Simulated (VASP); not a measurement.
Wanted: the native input for a VASP 6.6.1 run.

* Task: band structure
* Functional: r2SCAN
* Potentials or basis: VASP PAW PBE potentials, release 64 (Pt)
* Cutoff: 520 eV
* k mesh: 12 × 12 × 12
* Occupations: fermi-dirac, width 0.05 eV
* Spin: no spin polarisation
* Further INCAR settings: ALGO = Normal; EDIFF = 1e-06

The structure of Pt lies in POSCAR:

```
Pt
1.0
   -1.5842200000      1.5842200000      1.5842200000
    1.5842200000     -1.5842200000      1.5842200000
    1.5842200000      1.5842200000     -1.5842200000
Pt
1
Direct
    0.0000000000      0.0000000000      0.0000000000
```

This isn't the form of Pt at room conditions, which is fcc.

These files were run (other wordings do the same):

INCAR

```
  PREC = Accurate
  ENCUT = 520
  EDIFF = 1E-6
  ISMEAR = -1
  SIGMA = 0.05
  LREAL = False
  LASPH = True
  NELM = 60
  ALGO = Normal
  ISIF = 2
  LWAVE = False
  LCHARG = False
  LMAXMIX = 4
  METAGGA = R2SCAN
  LMIXTAU = True
```

KPOINTS

```
regular mesh
0
Gamma
  12 12 12
```

KPOINTS_OPT

```
path GHNGPH,PN
20
line-mode
reciprocal
 0.0000000000  0.0000000000  0.0000000000  G
 0.5000000000 -0.5000000000  0.5000000000  H

 0.5000000000 -0.5000000000  0.5000000000  H
 0.0000000000  0.0000000000  0.5000000000  N

 0.0000000000  0.0000000000  0.5000000000  N
 0.0000000000  0.0000000000  0.0000000000  G

 0.0000000000  0.0000000000  0.0000000000  G
 0.2500000000  0.2500000000  0.2500000000  P

 0.2500000000  0.2500000000  0.2500000000  P
 0.5000000000 -0.5000000000  0.5000000000  H

 0.2500000000  0.2500000000  0.2500000000  P
 0.0000000000  0.0000000000  0.5000000000  N
```

Potentials or basis: VASP PAW PBE potentials, release 64 (Pt).

The run is started by

```console
$ cat potpaw_PBE.64/Pt/POTCAR > POTCAR
$ mpirun -np 1 vasp_std > vasp.out
```

Results of the run:

| Quantity | Value |
| --- | --- |
| Pressure | -6.3 GPa |
| Band gap along the path | none (metal or under the smearing width) |

Caveat: the PAW data sets were made with another functional, which shifts forces and pressure a little; spin-orbit coupling is left out, which moves the levels of the heavy elements.

Wall time 35 s on 1 thread of Intel(R) Xeon(R) 6975P-C (Granite Rapids) (shared host), peak memory 0.14 GiB.
